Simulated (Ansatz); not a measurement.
Levels at Γ against strain in SiO2

```xyz
6
Lattice="-2.3740 2.3740 3.7440 2.3740 -2.3740 3.7440 2.3740 2.3740 -3.7440" Properties=species:S:1:pos:R:3 pbc="T T T"
Si    0.0000    0.0000    0.0000
Si    0.0000    2.3740    1.8720
O     1.1870    2.9599    2.8080
O     0.5858    1.1870    0.9360
O    -1.1870    1.7882    2.8080
O    -0.5858    3.5611    0.9360
```

Atoms are numbered in the order listed.

The cell is COD entry 9006285, as deposited and not checked against the literature; nothing was relaxed.

Level of theory: Ansatz 0.2.0, DFT, PBEsol, all-electron LAPW, scalar-relativistic.

Sampling and basis: a Γ-centred 7×7×7 k mesh, Fermi–Dirac smearing of 0.03 eV, basis error target 1 meV/atom, no spin polarisation.

The cell is scaled evenly. Fractional coordinates are held (clamped ions).

Only quantities that a quadratic follows smoothly over the whole series are listed; rougher ones are left out.

| ln(V/Vcell) | direct gap at Γ (eV) | smallest gap on mesh and path (eV) |
| --- | --- | --- |
| -0.0619 | 6.369 | 6.369 |
| -0.0408 | 6.243 | 6.243 |
| -0.0202 | 6.114 | 6.114 |
| 0.0000 | 5.984 | 5.984 |
| 0.0100 | 5.918 | 5.918 |
| 0.0198 | 5.851 | 5.851 |
| 0.0392 | 5.716 | 5.716 |
| 0.0583 | 5.580 | 5.580 |

Q: Fit the series and give the slopes at zero strain.

A: Least-squares fits y = p0 + p1 x + p2 x² to the rows give direct gap at Γ (eV): p1 = -6.59, p2 = -5.9; smallest gap on mesh and path (eV): p1 = -6.59, p2 = -5.9. So dEg/dln V = -6.6 eV for the direct gap at Γ, the fundamental gap of this crystal. Semilocal gaps are too small, but their slopes carry over better.

Q: One run, at ln(V/Vcell) = -0.0101, is withheld. Predict its row.

A: The fits give 6.050, 6.050; the run gave 6.049, 6.049.
